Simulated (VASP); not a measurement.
## ZnSe (Stilleite): single point with PBE

**Experimental background.**

From “Alloy Disordering Effects on the Thermal Conductivity and Energy Gap Temperature Dependence of Cd1−xZnxSe Ternary Crystals Grown by the Bridgman Method”, 2023, pmc:10253836, for a bulk crystal of ZnSe at 300 K: band gap 2.695 ± 0.003 eV (an exciton energy, a little under the gap).

Crystal: ZnSe (Stilleite).

```xyz
2
Lattice="0.0000 2.8338 2.8338 2.8338 0.0000 2.8338 2.8338 2.8338 0.0000" Properties=species:S:1:pos:R:3 pbc="T T T"
Se    4.2507    4.2507    4.2507
Zn    0.0000    0.0000    0.0000
```

```
Program             : VASP 6.6.1
Task                : single point
Functional          : PBE
Potentials or basis : VASP PAW PBE potentials, release 64 (Se, Zn)
Cutoff              : 520 eV
k mesh              : 8 × 8 × 8
Occupations         : gaussian, width 0.024 eV
Spin                : no spin polarisation
```

* Pressure: 2.4 GPa
* Band gap on the k mesh: 1.29 eV, direct

Levels at points of the mesh, in eV from the valence-band top:
| k point | band 7 | band 8 | band 9 | band 10 | band 11 | band 12 |
| --- | --- | --- | --- | --- | --- | --- |
| (0.00, 0.00, 0.00) | 0.00 | 0.00 | 0.00 | 1.29 | 5.80 | 5.80 |
| (0.50, 0.00, 0.00) | -5.23 | -0.87 | -0.87 | 2.54 | 6.38 | 6.38 |
| (0.50, 0.50, 0.00) | -4.75 | -2.19 | -2.19 | 2.98 | 3.46 | 10.74 |

Wall time 8.5 s on 1 thread of Intel(R) Xeon(R) 6975P-C (Granite Rapids), with other jobs on the host, peak memory 0.17 GiB.

A measured gap of ZnSe is 2.695 eV (an exciton energy, a little under the gap; 300 K; “Alloy Disordering Effects on the Thermal Conductivity and Energy Gap Temperature Dependence of Cd1−xZnxSe Ternary Crystals Grown by the Bridgman Method”, 2023, pmc:10253836); the calculated 1.29 eV misses it by -1.40 eV. So large a miss can be the level of theory's own, or it may mean another phase, state or a wrong row. Spin-orbit coupling on Se is left out. The value is that of PBE, without temperature or zero-point motion. Semilocal functionals fall short of measured gaps as a rule.
